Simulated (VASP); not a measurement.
# WS2 (R3m) in VASP: further runs

Runs on WS2. Level: PBEsol. Tasks: single point.

Program: VASP 6.6.1. These are calculated values, not measurements. Logs are shortened: lines on timing, memory, paths and dates and some standing lists are left out, and cuts for length are marked.

### 1 The structure

It takes space group R3m (No. 160, trigonal). The conventional cell has a = 3.158 Å, b = 3.158 Å, c = 18.490 Å, α = 90.00°, β = 90.00°, γ = 120.00°. Around W (site symmetry 3m) lie 6 S at 2.39 to 2.42 Å. S (site symmetry 3m) is surrounded by 3 W at 2.39 Å. Around S (site symmetry 3m) lie 3 W at 2.42 Å.

Measurements of this composition are mostly on another form, of space group No. 194.

### 2 Single point, PBEsol, collinear spin, typed start

The input, INCAR:

```
SYSTEM = WS2
  PREC = Accurate
  ENCUT = 520
  EDIFF = 1E-6
  ISMEAR = 0
  SIGMA = 0.05
  LREAL = .FALSE.
  LASPH = .TRUE.
  NELM = 150
  ALGO = Normal
  ISIF = 2
  LWAVE = .FALSE.
  LCHARG = .FALSE.
  ISPIN = 2
  MAGMOM = 2 0 0
  LORBIT = 11
  LMAXMIX = 4
  GGA = PS
  NBANDS = 24
```

The input, KPOINTS:

```
regular mesh
0
G
  12 12 12
  0 0 0
```

The input, POSCAR:

```
WS2
1.0
    1.5790001661      0.9116361710      6.1633291484
   -1.5790001661      0.9116361710      6.1633291484
    0.0000000000     -1.8232723418      6.1633291484
W S
1 2
Direct
    0.0000000000      0.0000000000      0.0000000000
    0.7503000000      0.7503000000      0.7503000000
    0.5810000000      0.5810000000      0.5810000000
```

Potentials or basis: VASP PAW PBE potentials, release 64 (W_sv, S).

Started as:

```console
> cat potpaw_PBE.64/W_sv/POTCAR potpaw_PBE.64/S/POTCAR > POTCAR
> mpirun -np 1 vasp_std > vasp.out
```

OUTCAR:

```text
SYSTEM = WS2
   PREC = Accurate
   ENCUT = 520
   EDIFF = 1E-6
   ISMEAR = 0
   LREAL = .FALSE.
   LASPH = .TRUE.
   NELM = 150
   ISIF = 2
   ISPIN = 2
   LORBIT = 11
   GGA = PS

 ion  position               nearest neighbor table
   1  0.000  0.000  0.000-   2 2.39   2 2.39   2 2.39   3 2.42   3 2.42   3 2.42
   2  0.750  0.750  0.750-   1 2.39   1 2.39   1 2.39
   3  0.581  0.581  0.581-   1 2.42   1 2.42   1 2.42

  LATTYP: Found a trigonal (rhomboedric) cell.
 ALAT       =     6.4273593508
 COS(alpha) =     0.8792939096

  Lattice vectors:

 A1 = (   1.5790001661,   0.9116361710,   6.1633291484)
 A2 = (  -1.5790001661,   0.9116361710,   6.1633291484)
 A3 = (   0.0000000000,  -1.8232723418,   6.1633291484)

Analysis of symmetry for initial positions (statically):
=====================================================================
 Subroutine PRICEL returns:
 Original cell was already a primitive cell.

 Routine SETGRP: Setting up the symmetry group for a
 trigonal (rhombohedral) supercell.

 Subroutine GETGRP returns: Found  6 space group operations
 (whereof  6 operations were pure point group operations)
 out of a pool of 12 trial point group operations.

The static configuration has the point symmetry C_3v.

Analysis of symmetry for dynamics (positions and initial velocities):
=====================================================================
 Subroutine PRICEL returns:
 Original cell was already a primitive cell.

 Routine SETGRP: Setting up the symmetry group for a
 trigonal (rhombohedral) supercell.

 Subroutine GETGRP returns: Found  6 space group operations
 (whereof  6 operations were pure point group operations)
 out of a pool of 12 trial point group operations.

The dynamic configuration has the point symmetry C_3v.

Analysis of structural, dynamic, and magnetic symmetry:
=====================================================================
 Subroutine PRICEL returns:
 Original cell was already a primitive cell.

 Routine SETGRP: Setting up the symmetry group for a
 trigonal (rhombohedral) supercell.

 Subroutine GETGRP returns: Found  6 space group operations
 (whereof  6 operations were pure point group operations)
 out of a pool of 12 trial point group operations.

The overall configuration has the point symmetry C_3v.

 Subroutine INISYM returns: Found  6 space group operations
 (whereof  6 operations are pure point group operations),
 and found     1 'primitive' translations

----------------------------------------------------------------------------------------

                                     Primitive cell

  volume of cell :      53.2317

  direct lattice vectors                    reciprocal lattice vectors
     1.579000166  0.911636171  6.163329148     0.316656078  0.182821472  0.054083325
    -1.579000166  0.911636171  6.163329148    -0.316656078  0.182821472  0.054083325
     0.000000000 -1.823272342  6.163329148     0.000000000 -0.365642944  0.054083325

  length of vectors
     6.427359351  6.427359351  6.427359351     0.369621115  0.369621115  0.369621115

  position of ions in fractional coordinates (direct lattice)
     0.000000000  0.000000000  0.000000000
     0.750300000  0.750300000  0.750300000
     0.581000000  0.581000000  0.581000000

  ion indices of the primitive-cell ions
   primitive index   ion index
                 1           1
                 2           2
                 3           3

----------------------------------------------------------------------------------------

 KPOINTS: regular mesh

Automatic generation of k-mesh.
 Grid dimensions read from file:
 generate k-points for:   12   12   12

 Generating k-lattice:

  Cartesian coordinates                     Fractional coordinates (reciprocal lattice)
     0.026388007  0.015235123  0.004506944     0.083333333  0.000000000 -0.000000000
    -0.026388007  0.015235123  0.004506944     0.000000000  0.083333333 -0.000000000
     0.000000000 -0.030470245  0.004506944    -0.000000000 -0.000000000  0.083333333

  Length of vectors
     0.030801760  0.030801760  0.030801760

  Shift w.r.t. Gamma in fractional coordinates (k-lattice)
     0.000000000  0.000000000  0.000000000

 Subroutine IBZKPT returns following result:
 ===========================================

 Found    189 irreducible k-points:

 Following reciprocal coordinates:
            Coordinates               Weight
  0.000000  0.000000  0.000000      1.000000
  0.083333  0.000000 -0.000000      6.000000
  0.166667 -0.000000 -0.000000      6.000000
  0.250000 -0.000000  0.000000      6.000000
  0.333333  0.000000 -0.000000      6.000000
  0.416667  0.000000  0.000000      6.000000
[... 16 lines left out ...]
  0.500000  0.166667 -0.000000     12.000000
 -0.416667  0.166667  0.000000     12.000000
 [... further k-points ...]
   k-points           NKPTS =    189   k-points in BZ     NKDIM =    189   number of bands    NBANDS=     24
   number of dos      NEDOS =    301   number of ions     NIONS =      3
   total plane-waves  NPLWV = 110592
   dimension x,y,z NGX =    48 NGY =   48 NGZ =   48
   dimension x,y,z NGXF=    96 NGYF=   96 NGZF=   96
   ions per type =               1   2
   NGX,Y,Z   is equivalent  to a cutoff of  12.42, 12.42, 12.42 a.u.
   NGXF,Y,Z  is equivalent  to a cutoff of  24.83, 24.83, 24.83 a.u.
 SYSTEM =  WS2
   PREC   = accura    normal or accurate (medium, high low for compatibility)
   ISTART =      0    job   : 0-new  1-cont  2-samecut
   ICHARG =      2    charge: 1-file 2-atom 10-const
   ISPIN  =      2    spin polarized calculation?
   LNONCOLLINEAR =      F non collinear calculations
   LSORBIT =      F    spin-orbit coupling
   LASPH  =      T    aspherical Exc in radial PAW
   ENCUT  =  520.0 eV  38.22 Ry    6.18 a.u.  11.95 11.95 11.95*2*pi/ulx,y,z
   NELM   =    150;   NELMIN=  2; NELMDL= -5     # of ELM steps
   EDIFF  = 0.1E-05   stopping-criterion for ELM
   LREAL  =      F    real-space projection
   EDIFFG = 0.1E-04   stopping-criterion for IOM
   NSW    =      0    number of steps for IOM
   IBRION =     -1    ionic relax: 0-MD 1-quasi-New 2-CG
   NFREE  =      0    steps in history (QN), initial steepest desc. (CG)
   ISIF   =      2    stress and relaxation
   ISYM   =      2    0-nonsym 1-usesym 2-fastsym
   POTIM  = 0.5000    time-step for ionic-motion
   TEBEG  =    0.0;   TEEND  =   0.0 temperature during run
   PSTRESS=    0.0 pullay stress
   NELECT =      26.0000    total number of electrons
   NUPDOWN=      -1.0000    fix difference up-down
   EMIN   =  10.00;   EMAX   =-10.00  energy-range for DOS
   EFERMI =   0.00;   METHOD = LEGACY
   ISMEAR =     0;   SIGMA  =   0.05  broadening in eV -4-tet -1-fermi 0-gaus
   EFERMI_NEDOS =   21; number of points for ismear=-14 and -15
   IALGO  =     38    algorithm
   IMIX   =      4    mixing-type and parameters
     AMIX     =   0.40;   BMIX     =  1.00
     AMIX_MAG =   1.60;   BMIX_MAG =  1.00
  volume/ion in A,a.u.               =      17.74       119.74
  Fermi-wavevector in a.u.,A,eV,Ry     =   1.289266  2.436359 22.615694  1.662207
  Thomas-Fermi vector in A             =   2.421169
   LORBIT       =     11    0 simple, 1 ext, 2 COOP (PROOUT), +10 PAW based schemes
   GGA     = PS    functional components
   LHFCALC =     F    Hartree Fock is set to
   AEXX    =    0.0000 exact exchange contribution
   IVDW    =     0    specifies the selected vdW correction
   LEPSILON=     F    determine dielectric tensor
   LRPA    =     F    only Hartree local field effects (RPA)
 spin polarized calculation
 Gauss-broadening in eV      SIGMA  =   0.05
  energy-cutoff  :      520.00
  volume of cell :       53.23
 maximum number of plane-waves:      1450
   NGX = 23   NGY = 23   NGZ = 23

 number of electron      26.0000001 magnetization      -0.0001054

 number of electron      26.0000001 magnetization       0.0000686

 Free energy of the ion-electron system (eV)
  ---------------------------------------------------
  ext. energy  EPLUGINS =         0.00000000
  ---------------------------------------------------
  free energy    TOTEN  =       -25.26331674 eV

  energy without entropy =      -25.26331674  energy(sigma->0) =      -25.26331674

 E-fermi :   7.8265     XC(G=0): -11.1158

 val. band max:        7.4013386625   @ k =   0.5000   0.5000   0.5000
 cond. band min:       8.3909948477   @ k =  -0.1667   0.1667   0.0000
 fundamental gap:      0.9896561851
 Fermi energy:         7.8264589410

 spin component 1

 k-point     1 :       0.0000    0.0000    0.0000
  band No.  band energies     occupation
      1     -67.1911      1.00000
      2     -31.4609      1.00000
      3     -31.2783      1.00000
      4     -31.2783      1.00000
      5      -8.2559      1.00000
      6      -6.2416      1.00000
[... 16 lines left out ...]
     23      19.4242      0.00000
     24      19.4242      0.00000

 k-point     2 :       0.0833    0.0000   -0.0000
  band No.  band energies     occupation
      1     -67.1898      1.00000
      2     -31.4564      1.00000
      3     -31.3034      1.00000
      4     -31.2841      1.00000
      5      -8.1352      1.00000
      6      -6.2070      1.00000
[... 16 lines left out ...]
     23      18.5899      0.00000
     24      19.3413      0.00000

 k-point     3 :       0.1667   -0.0000   -0.0000
  band No.  band energies     occupation
      1     -67.1863      1.00000
      2     -31.4440      1.00000
      3     -31.3715      1.00000
      4     -31.3000      1.00000
      5      -7.7905      1.00000
      6      -6.1079      1.00000
[... 16 lines left out ...]
     23      18.6323      0.00000
     24      19.3222      0.00000
[... 514 lines left out ...]
 k-point    23 :       0.5000    0.1667   -0.0000
  band No.  band energies     occupation
      1     -67.1722      1.00000
      2     -31.5970      1.00000
      3     -31.4115      1.00000
      4     -31.3929      1.00000
      5      -5.9748      1.00000
      6      -5.6096      1.00000
[... 16 lines left out ...]
     23      18.9230      0.00000
     24      19.8936      0.00000

 k-point    24 :      -0.4167    0.1667    0.0000
  band No.  band energies     occupation
      1     -67.1711      1.00000
      2     -31.6127      1.00000
      3     -31.4215      1.00000
      4     -31.3889      1.00000
      5      -5.8029      1.00000
      6      -5.5429      1.00000
[... 16 lines left out ...]
     23      18.8433      0.00000
     24      20.3442      0.00000

 [... further k-points ...]

 spin component 2

 k-point     1 :       0.0000    0.0000    0.0000
  band No.  band energies     occupation
      1     -67.1911      1.00000
      2     -31.4609      1.00000
      3     -31.2783      1.00000
      4     -31.2783      1.00000
      5      -8.2559      1.00000
      6      -6.2416      1.00000
[... 16 lines left out ...]
     23      19.4242      0.00000
     24      19.4242      0.00000

 k-point     2 :       0.0833    0.0000   -0.0000
  band No.  band energies     occupation
      1     -67.1898      1.00000
      2     -31.4563      1.00000
      3     -31.3034      1.00000
      4     -31.2841      1.00000
      5      -8.1352      1.00000
      6      -6.2070      1.00000
[... 16 lines left out ...]
     23      18.5899      0.00000
     24      19.3413      0.00000

 k-point     3 :       0.1667   -0.0000   -0.0000
  band No.  band energies     occupation
      1     -67.1863      1.00000
      2     -31.4440      1.00000
      3     -31.3714      1.00000
      4     -31.2999      1.00000
      5      -7.7905      1.00000
      6      -6.1079      1.00000
[... 16 lines left out ...]
     23      18.6323      0.00000
     24      19.3221      0.00000
[... 514 lines left out ...]
 k-point    23 :       0.5000    0.1667   -0.0000
  band No.  band energies     occupation
      1     -67.1722      1.00000
      2     -31.5969      1.00000
      3     -31.4115      1.00000
      4     -31.3929      1.00000
      5      -5.9747      1.00000
      6      -5.6096      1.00000
[... 16 lines left out ...]
     23      18.9230      0.00000
     24      19.8936      0.00000

 k-point    24 :      -0.4167    0.1667    0.0000
  band No.  band energies     occupation
      1     -67.1711      1.00000
      2     -31.6127      1.00000
      3     -31.4214      1.00000
      4     -31.3889      1.00000
      5      -5.8029      1.00000
      6      -5.5429      1.00000
[... 16 lines left out ...]
     23      18.8432      0.00000
     24      20.3441      0.00000

 [... further k-points ...]
[... 5 lines left out ...]
  --------------------------------------------------------------------------------------
  -------------------------------------------------------------------------------------
  Total       -0.2879688     -0.2879688      0.0709778      0.0000000      0.0000000      0.0000000
  in kB       -8.6673373     -8.6673373      2.1363012      0.0000000      0.0000000      0.0000000
  external PRESSURE =      -5.0661245 kB  Pullay stress =       0.0000000 kB

 VOLUME and BASIS-vectors are now :
 -----------------------------------------------------------------------------
  energy-cutoff  :      520.00
  volume of cell :       53.23
      direct lattice vectors                 reciprocal lattice vectors
     1.579000166  0.911636171  6.163329148     0.316656078  0.182821472  0.054083325
    -1.579000166  0.911636171  6.163329148    -0.316656078  0.182821472  0.054083325
     0.000000000 -1.823272342  6.163329148     0.000000000 -0.365642944  0.054083325

 POSITION                                       TOTAL-FORCE (eV/Angst)
 -----------------------------------------------------------------------------------
      0.00000      0.00000      0.00000         0.000000     -0.000000     -0.601522
      0.00000      0.00000     13.87304         0.000000      0.000000      0.252400
      0.00000      0.00000     10.74268         0.000000      0.000000      0.349122
 -----------------------------------------------------------------------------------
    total drift:                                0.000000      0.000000      0.000001

  FREE ENERGIE OF THE ION-ELECTRON SYSTEM (eV)
  ---------------------------------------------------
  free  energy   TOTEN  =       -25.2633167373 eV

  energy  without entropy=      -25.2633167373  energy(sigma->0) =      -25.26331674

 total charge

# of ion       s       p       d       tot
------------------------------------------
    1        2.325   6.335   3.410  12.071
    2        1.352   2.354   0.000   3.707
    3        1.355   2.337   0.000   3.691
--------------------------------------------------
tot          5.032  11.026   3.410  19.469

 magnetization (x)

# of ion       s       p       d       tot
------------------------------------------
    1        0.000   0.000   0.000   0.000
    2        0.000  -0.000   0.000  -0.000
    3        0.000  -0.000   0.000  -0.000
--------------------------------------------------
tot          0.000  -0.000   0.000  -0.000
```

Wall time 36 min (1 thread of AMD EPYC 7R43 (Zen 3), shared host); peak memory 0.59 GiB.

Results:

| Quantity | Value |
| --- | --- |
| Free energy | -25.2633 eV |
| Pressure | -0.5 GPa |
| Largest force | 0.602 eV/Å |
| Band gap on the k mesh | 0.99 eV, indirect (least direct gap 1.89 eV) |
| Net moment | 0.00 μB per cell |
| Valence electrons inside the program's atomic spheres | W 12.07; S 3.71, 3.69 |

Forces on the atoms (eV/Å):
```
W    0.000  0.000 -0.602
S    0.000  0.000  0.252
S    0.000  0.000  0.349
```

Caveat: the PAW data sets were made with another functional, which shifts forces and pressure a little; spin-orbit coupling is left out, which moves the levels of the heavy elements. A hybrid or GW would open this gap; PBEsol tends to underestimate it.

### 3 Single point, PBEsol, collinear spin, typed start

The input, INCAR:

```
PREC = Accurate ; ENCUT = 520
EDIFF = 1E-7 ; ISMEAR = 0
SIGMA = 0.05 ; LREAL = F
LASPH = T ; NELM = 150
ALGO = Normal ; ISIF = 2
LWAVE = F ; LCHARG = F
ISPIN = 2 ; MAGMOM = 2 0 0
LORBIT = 11 ; LMAXMIX = 4
GGA = PS ; NBANDS = 24
```

The input, KPOINTS:

```
Automatic mesh
0
Gamma
  12 12 12
```

POSCAR is that of step 2.

Potentials or basis: VASP PAW PBE potentials, release 64 (W_sv, S).

Started as:

```console
> cat potpaw_PBE.64/W_sv/POTCAR potpaw_PBE.64/S/POTCAR > POTCAR
> mpirun -np 1 vasp_std > vasp.out
```

Wall time 37 min (1 thread of AMD EPYC 7R43 (Zen 3), shared host); peak memory 0.6 GiB.

It converged, with:

```yaml
Free_energy: -25.2633 eV
Pressure: -0.5 GPa
Largest_force: 0.602 eV/Å
Band_gap_on_the_k_mesh: 0.99 eV, indirect (least direct gap 1.89 eV)
Net_moment: 0.00 μB per cell
Valence_electrons_inside_the_program's_atomic_spheres: W 12.07; S 3.71, 3.69
```

Forces in eV/Å, atoms in the order of the input:
```
W    0.000  0.000 -0.602
S    0.000  0.000  0.252
S    0.000  0.000  0.349
```

Stress tensor (GPa, compression positive):
```
-0.87  0.00  0.00
 0.00 -0.87  0.00
 0.00  0.00  0.21
```

Levels at points of the mesh, in eV from the valence-band top:
Spin up:
```csv
k point,band 10,band 11,band 12,band 13,band 14,band 15,band 16,band 17
"(0.00, 0.00, 0.00)",-2.28,-2.28,-1.57,-1.23,2.19,2.19,2.55,2.55
"(0.50, 0.00, 0.00)",-4.16,-2.58,-1.80,-1.74,2.30,2.59,3.60,3.88
"(0.50, 0.50, 0.00)",-4.08,-3.19,-2.00,-1.56,2.25,2.70,3.20,4.39
"(0.50, 0.50, 0.50)",-3.56,-2.25,-2.25,0.00,2.31,2.31,2.39,2.39
```
Spin down:
```csv
k point,band 9,band 10,band 11,band 12,band 13,band 14,band 15,band 16,band 17,band 18
"(0.00, 0.00, 0.00)",-3.54,-2.28,-2.28,-1.57,-1.23,2.19,2.19,2.55,2.55,4.65
"(0.50, 0.00, 0.00)",-5.33,-4.16,-2.58,-1.80,-1.74,2.30,2.59,3.60,3.88,4.34
"(0.50, 0.50, 0.00)",-5.03,-4.08,-3.19,-2.00,-1.56,2.25,2.70,3.20,4.39,4.93
"(0.50, 0.50, 0.50)",-3.56,-3.56,-2.25,-2.25,0.00,2.31,2.31,2.39,2.39,4.88
```

Caveat: the PAW data sets were made with another functional, which shifts forces and pressure a little; spin-orbit coupling is left out, which moves the levels of the heavy elements. A k mesh can miss the band edges.
